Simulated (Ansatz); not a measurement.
Consider the substitution at a C–B bond: `C=COBC` + `CCCS` → `CCCSC` + `BOC=C`.

Program: Ansatz. Geometries: PBE0-D4/def2-TZVP. ΔE: electronic, gas phase. CCSD(T)/CBS is the MP2 limit (def2-TZVPP, def2-QZVPP) plus CCSD(T) − MP2 in def2-TZVPP, frozen cores. DFT in def2-TZVPP. B3LYP here is the variant with VWN-RPA as its local correlation; programs differ in this. Each species was taken in one conformer, which may not be the lowest.

Q: Is it downhill or uphill in electronic energy at CCSD(T)/CBS, and by how much? (Estimate.)

A: The calculation gave: Uphill: ΔE = +0.47 eV.

Q: What do these levels give: r2SCAN-D4, PBE0-D4, ωB97M-V, B2PLYP, PBE, r2SCAN, PBE0, B3LYP, HF/def2-TZVPP, MP2/def2-TZVPP, MP2/CBS(def2), CCSD/CBS(def2)? (Best estimate.)

A: The calculation gave: r2SCAN-D4 0.51, PBE0-D4 0.48, ωB97M-V 0.49, B2PLYP 0.46, PBE 0.48, r2SCAN 0.51, PBE0 0.49, B3LYP 0.47, HF/def2-TZVPP 0.45, MP2/def2-TZVPP 0.46, MP2/CBS(def2) 0.45, CCSD/CBS(def2) 0.48 eV.

Largest T1 diagnostic among the species: 0.014.
